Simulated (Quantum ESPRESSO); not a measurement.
# MnO2 under changes of volume

One of the cells (10.800 Å³/atom); the others are scaled copies at fixed shape and fractional positions:

```
Mn O
1.0
     1.42843    0.82471    4.58393
    -1.42843    0.82471    4.58393
     0.00000   -1.64941    4.58393
Mn O
1 2
Direct
  0.00000 0.00000 0.00000
  0.73564 0.73564 0.73564
  0.26436 0.26436 0.26436
```

Measurements of this composition are mostly on another form, of space group No. 136.

```yaml
Program: Quantum ESPRESSO 7.5
Functional: LDA
Potentials_or_basis: GBRV 1.5 LDA
Cutoff: 612 eV
Density_cutoff: 4898 eV
k_mesh: 11 × 11 × 11
Occupations: fermi-dirac, width 0.05 eV
Spin: collinear spin, ferromagnetic start
Starting_moments: "[4.0, 0.0, 0.0] μB"
```

```tsv
volume (Å³/atom)	energy over the lowest point (meV/atom)	pressure (GPa)	gap on the mesh (eV)	largest force (eV/Å)
10.152	4.52	5.5	0.23	0.483
10.368	0.00	0.5	0.31	0.136
10.584	?	?	?	?
10.800	9.66	-8.0	0.46	0.476
11.016	22.50	-11.6	0.53	0.746
11.232	39.90	-14.8	0.60	0.993
11.448	61.34	-17.6	0.67	1.221
```

What does the run at 10.584 Å³/atom give?

Energy over the lowest point 1.97 meV/atom; pressure -4.0 GPa; gap on the mesh 0.39 eV; largest force 0.183 eV/Å.

Worked out: A Birch-Murnaghan fit of order 3 (a polynomial in V^(-2/3)) to the other rows has its minimum at 10.41 Å³/atom with B0 = V·E''(V) = 226 GPa and B' = 4.7 at fixed shape and positions, which overstates the stiffness. It gives 1.95 meV/atom at 10.584 Å³/atom, against the run's 1.97, and -dE/dV = -3.7 GPa, against -4.0. A straight line through the other rows of the gap, of slope 3.65 eV per unit of ln V, gives 0.38 eV, against the run's 0.39.

Energies are extrapolated to zero smearing.

Caveats: an odd mesh through Γ misses points on the zone boundary, where band edges often lie; a cell with one magnetic atom can't hold antiferromagnetic order, which such compounds often take; forces of over 1 eV/Å show positions far from the minimum, so gaps and moduli don't describe the material at rest (some runs).
